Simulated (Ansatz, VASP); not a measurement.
# Two plane-wave programs on NaI

File INCAR:

```
SYSTEM = NaI
PREC = Accurate
ENCUT = 520
EDIFF = 1E-6
ISMEAR = 0
SIGMA = 0.05
LREAL = .FALSE.
LASPH = .TRUE.
NELM = 80
ALGO = Normal
ISIF = 2
LWAVE = .FALSE.
LCHARG = .TRUE.
GGA = PS
LELF = .TRUE.
LVHAR = .TRUE.
NBANDS = 14
```

The input KPOINTS:

```
regular mesh
0
G
  6 6 6
  0 0 0
```

POSCAR

```
NaI
1.0
    0.0000000000      3.2364000000      3.2364000000
    3.2364000000      0.0000000000      3.2364000000
    3.2364000000      3.2364000000      0.0000000000
Na I
1 1
Direct
    0.0000000000      0.0000000000      0.0000000000
    0.5289673712      0.4710326288      0.5289673712
```

Input for Ansatz:

```yaml
crystal:
  lattice:
    - [0.0, 3.2364, 3.2364]
    - [3.2364, 0.0, 3.2364]
    - [3.2364, 3.2364, 0.0]
  atoms:
    - { symbol: Na, position: [0.0, 0.0, 0.0] }
    - { symbol: I, position: [0.5289673712, 0.4710326288, 0.5289673712] }
basis:
  ecutwfc: 420
kpoints:
  mp_grid: { grid: [6, 6, 6] }
hamiltonian:
  xc: pbesol
scf:
  occupations: { method: gaussian, width: 0.05 }
output:
  forces: true
  stress: true
  eigenvalues: true
```

Change from the starting cell: all I atoms moved +0.188 Å, as atom 2 along Cartesian [0 1 0].

Alike in both runs: task single point; functional PBEsol; k mesh 6 × 6 × 6; occupations gaussian, width 0.05 eV; no spin polarisation.

```csv
,VASP,Ansatz
version,VASP 6.6.1,Ansatz 0.2.0
potentials or method,"VASP PAW PBE potentials, release 64 (Na_pv, I)","scalar-relativistic, plane waves, PAW"
plane-wave cutoff (eV),520,420
valence electrons in the cell,14,26
```

```csv
,VASP,Ansatz,Ansatz less VASP
gap on the k mesh at the Fermi level (eV),3.51,3.52,+0.004
least direct gap on the mesh (eV),3.51,3.52,+0.004
pressure (GPa),-0.3,-0.3,-0.04
largest component of the traceless stress (GPa),0.43,0.43,-0.005
rms of the force components (eV/Å),0.105,0.103,-0.0016
```

Atom by atom the forces differ by 0.002 eV/Å (rms over components). The two sets of potentials don't hold the same shells in valence.

Caveats: the PAW data sets were made with another functional, which shifts forces and pressure a little (VASP); spin-orbit coupling is left out, which moves the levels of the heavy elements.
